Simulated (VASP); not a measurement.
Here is a VASP 6.6.1 calculation.

File POSCAR:

```
Zn
1.0
    0.0000000000      1.9647760000      1.9647760000
    1.9647760000      0.0000000000      1.9647760000
    1.9647760000      1.9647760000      0.0000000000
Zn
1
Direct
    0.0000000000      0.0000000000      0.0000000000
```

INCAR.step1

```
SYSTEM = Zn
PREC = Accurate
ENCUT = 520
ISMEAR = 0
SIGMA = 0.15
LREAL = .FALSE.
LASPH = .TRUE.
NELM = 100
NBANDS = 12
GGA = PE
ALGO = Normal
EDIFF = 1E-4
LWAVE = .TRUE.
LCHARG = .FALSE.
```

The input INCAR.step2:

```
SYSTEM = Zn
PREC = Accurate
ENCUT = 520
EDIFF = 1E-6
ISMEAR = 0
SIGMA = 0.15
LREAL = .FALSE.
LASPH = .TRUE.
NELM = 100
ALGO = Normal
ISIF = 2
LWAVE = .FALSE.
LCHARG = .FALSE.
METAGGA = R2SCAN
LMIXTAU = .TRUE.
NBANDS = 12
ISTART = 1
```

File KPOINTS:

```
regular mesh
0
G
  20 20 20
  0 0 0
```

Potentials or basis: VASP PAW PBE potentials, release 64 (Zn).

Command:

```console
$ cat potpaw_PBE.64/Zn/POTCAR > POTCAR
$ cp INCAR.step1 INCAR
$ mpirun -np 1 vasp_std > vasp.out
$ cp INCAR.step2 INCAR
$ mpirun -np 1 vasp_std > vasp.out
```

Task: What does it give for the pressure?

Result: -4.0 GPa.

Task: What does it give for the band gap on the k mesh?

Result: None (metal or under the smearing width).

Caveat: the PAW data sets were made with another functional, which shifts forces and pressure a little.
